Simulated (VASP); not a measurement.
```xyz
2
Lattice="0.0000 2.9850 2.9850 2.9850 0.0000 2.9850 2.9850 2.9850 0.0000" Properties=species:S:1:pos:R:3 pbc="T T T"
Na     0.0000     0.0000     0.0000
Br     2.9850     2.9850     2.9850
```

Computed with eigenvalue-self-consistent GW0 on PBE orbitals, VASP's PBE PAW potentials (set 64) (plane waves; VASP). Numerical set-up: PREC = Normal, 500 eV cut-off, 4×4×4 Γ-centred mesh, Gaussian smearing of 0.010 eV, potentials Na_sv_GW Br_GW.

The mesh is coarse and the basis finite, so the quasiparticle values are not converged.

**Question.** The job: NaBr (rock salt), 2 atoms, evGW0@PBE, GW step (160 bands), 500 eV, 4×4×4 Γ-centred mesh. Roughly how much core time does it take on a busy server core?

**Answer.** About 20 core-minutes (one run on a shared machine, a rough figure). It had 8 irreducible k-points, 160 bands, up to 1363 plane waves and 0 electronic steps.

The compound is NaBr in the rock salt structure. The cell was not relaxed at this level. The k-mesh is coarse (spacing up to 0.46 per Å, 2π included), so the numbers may not be converged in it.
